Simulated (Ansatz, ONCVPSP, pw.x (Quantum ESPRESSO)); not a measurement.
**cerium: does the ONCV potential hold in the solid?**

cerium (Ce), optimised norm-conserving Vanderbilt (ONCV), made with ONCVPSP 4.0.1.1 (patched build) (PBE, scalar-relativistic). Core [Kr] 4d10, reference 4f1 5s2 5p6 5d2 6s1. Waves: 5s+6s: rc 2.85 bohr, ncon 5, nbas 10, qcut 5.4 1/bohr, 2 projectors; 5p: rc 2.50 bohr, ncon 5, nbas 8, qcut 5.7 1/bohr, 2 projectors, debl 3.1 Ha; 5d: rc 2.65 bohr, ncon 4, nbas 7, qcut 3.7 1/bohr, 2 projectors, debl 3.8 Ha; 4f: rc 1.75 bohr, ncon 3, nbas 7, qcut 10.8 1/bohr, 2 projectors, debl 2.5 Ha. Local part: polynomial inside 1.30 bohr (lpopt 5, dvloc0 4 Ha). Core correction: Teter function, fcfact 4, rcfact 1.4.

Crystal test: diamond Ce in pw.x 7.5, no spin, 8³ k-points, Fermi–Dirac smearing 0.01 Ry, cutoffs 115/460 Ry. The reference is all-electron LAPW (Ansatz 0.2.0) with the same functional, mesh and smearing; V0 and B0 come from Birch–Murnaghan fits to the pressures at five volumes. Errors are pseudo minus all-electron; Δ is the rms difference of the E(V) curves that follow from these fits, minima aligned, over ±6 % about the mean V0. Mesh and smearing are coarse, so the numbers serve the comparison and aren't converged zero-temperature values; the lattice is a test structure that the element need not adopt. Spin polarisation and strong correlation are left out, which matters for this element.

```json
{"V (Å³/atom)": "28.929", "P all-electron (GPa)": "4.09", "P pseudo (GPa)": "3.89"}
{"V (Å³/atom)": "29.691", "P all-electron (GPa)": "1.86", "P pseudo (GPa)": "1.70"}
{"V (Å³/atom)": "30.452", "P all-electron (GPa)": "-0.04", "P pseudo (GPa)": "-0.18"}
{"V (Å³/atom)": "31.213", "P all-electron (GPa)": "-1.64", "P pseudo (GPa)": "-1.75"}
{"V (Å³/atom)": "31.975", "P all-electron (GPa)": "-2.98", "P pseudo (GPa)": "-3.07"}
```

All-electron: a0 = 6.244 Å (V0 = 30.43 Å³/atom), B0 = 69.7 GPa.

Pseudopotential: mean pressure error (GPa): -0.14; a0 (Å): 6.240; a0 error (%): -0.07; B0 error (%): -0.4; Δ (meV/atom): 0.9. The largest radius (2.85 bohr) exceeds half the bond length (2.56 bohr), so the spheres overlap, which is one possible source of error among others. The generator flags a localised state at positive energy (s at 28 eV).

At the middle volume, how do free energy and pressure move when the wave cutoff is lowered (ecutrho kept at four times it)?

```json
{"cutoff (Ry)": "52", "shift of F (meV/atom)": "+3050.4", "shift of P (GPa)": "-20.98"}
{"cutoff (Ry)": "69", "shift of F (meV/atom)": "+745.8", "shift of P (GPa)": "-22.97"}
```

Input at the middle volume:

```
&control
  calculation='scf', prefix='x', pseudo_dir='./', outdir='./tmp', tstress=.true., disk_io='low'
/
&system
  ibrav=0, nat=2, ntyp=1, ecutwfc=115, ecutrho=460, nbnd=21,
  occupations='smearing', smearing='fd', degauss=0.01
/
&electrons
  conv_thr=1e-09, mixing_beta=0.4, electron_maxstep=70
/
ATOMIC_SPECIES
Ce 1.0 Ce.UPF
CELL_PARAMETERS angstrom
  0.00000000 3.12275999 3.12275999
  3.12275999 0.00000000 3.12275999
  3.12275999 3.12275999 0.00000000
ATOMIC_POSITIONS crystal
Ce 0.0000 0.0000 0.0000
Ce 0.2500 0.2500 0.2500
K_POINTS automatic
8 8 8 0 0 0
```

```bash
pw.x < Ce.scf.in > Ce.scf.out
```

Lines of the output:

```
Message from routine setup:
     using ibrav=0 with symmetry is DISCOURAGED, use correct ibrav instead
     lattice parameter (alat)  =       8.3455  a.u.
     unit-cell volume          =     411.0006 (a.u.)^3
     number of electrons       =        24.00
     number of Kohn-Sham states=           21
     kinetic-energy cutoff     =     115.0000  Ry
     charge density cutoff     =     460.0000  Ry
     scf convergence threshold =      1.0E-09
     Exchange-correlation= PBE
     number of k points=    29  Fermi-Dirac smearing, width (Ry)=  0.0100
     iteration #  1     ecut=   115.00 Ry     beta= 0.40
     total energy              =    -168.86204639 Ry
     estimated scf accuracy    <       0.07470898 Ry
     iteration #  2     ecut=   115.00 Ry     beta= 0.40
     total energy              =    -168.86731097 Ry
     estimated scf accuracy    <       0.01587167 Ry
     iteration #  3     ecut=   115.00 Ry     beta= 0.40
     total energy              =    -168.86893660 Ry
     estimated scf accuracy    <       0.00250650 Ry
     iteration #  4     ecut=   115.00 Ry     beta= 0.40
     total energy              =    -168.87115945 Ry
     estimated scf accuracy    <       0.00097496 Ry
     iteration #  5     ecut=   115.00 Ry     beta= 0.40
     total energy              =    -168.86985200 Ry
     estimated scf accuracy    <       0.00522126 Ry
     iteration #  6     ecut=   115.00 Ry     beta= 0.40
     total energy              =    -168.87054842 Ry
     estimated scf accuracy    <       0.00005404 Ry
     iteration #  7     ecut=   115.00 Ry     beta= 0.40
     total energy              =    -168.87060872 Ry
     estimated scf accuracy    <       0.00002895 Ry
     iteration #  8     ecut=   115.00 Ry     beta= 0.40
     total energy              =    -168.87060572 Ry
     estimated scf accuracy    <       0.00002486 Ry
     [... 7 iterations left out ...]
     iteration # 16     ecut=   115.00 Ry     beta= 0.40
     total energy              =    -168.87060790 Ry
     estimated scf accuracy    <       0.00000095 Ry
     iteration # 17     ecut=   115.00 Ry     beta= 0.40
     total energy              =    -168.87060896 Ry
     estimated scf accuracy    <       0.00000052 Ry
     iteration # 18     ecut=   115.00 Ry     beta= 0.40
     total energy              =    -168.87060884 Ry
     estimated scf accuracy    <       0.00000060 Ry
     iteration # 19     ecut=   115.00 Ry     beta= 0.40
     total energy              =    -168.87060882 Ry
     estimated scf accuracy    <       0.00000017 Ry
     iteration # 20     ecut=   115.00 Ry     beta= 0.40
     total energy              =    -168.87060888 Ry
     estimated scf accuracy    <          4.9E-09 Ry
     iteration # 21     ecut=   115.00 Ry     beta= 0.40
     c_bands:  1 eigenvalues not converged
     c_bands:  1 eigenvalues not converged
     c_bands:  1 eigenvalues not converged
     total energy              =    -168.87060888 Ry
     estimated scf accuracy    <       0.00000010 Ry
     iteration # 22     ecut=   115.00 Ry     beta= 0.40
     total energy              =    -168.87060889 Ry
     estimated scf accuracy    <          5.2E-09 Ry
     iteration # 23     ecut=   115.00 Ry     beta= 0.40
     the Fermi energy is    13.0693 ev
!    total energy              =    -168.87060889 Ry
     estimated scf accuracy    <          8.2E-10 Ry
     smearing contrib. (-TS)   =      -0.03560304 Ry
     The total energy is F=E-TS. E is the sum of the following terms:
     one-electron contribution =     -27.56316730 Ry
     hartree contribution      =      27.50342262 Ry
     xc contribution           =     -37.32673760 Ry
     ewald contribution        =    -131.44852356 Ry
     convergence has been achieved in  23 iterations
          total   stress  (Ry/bohr**3)                   (kbar)     P=       -1.78
```

The run at the middle volume (29 k-points, 23 iterations) took about 7.9 min on one core of a shared host (Neoverse-N1, 64 threads, 124 GiB, load 54).
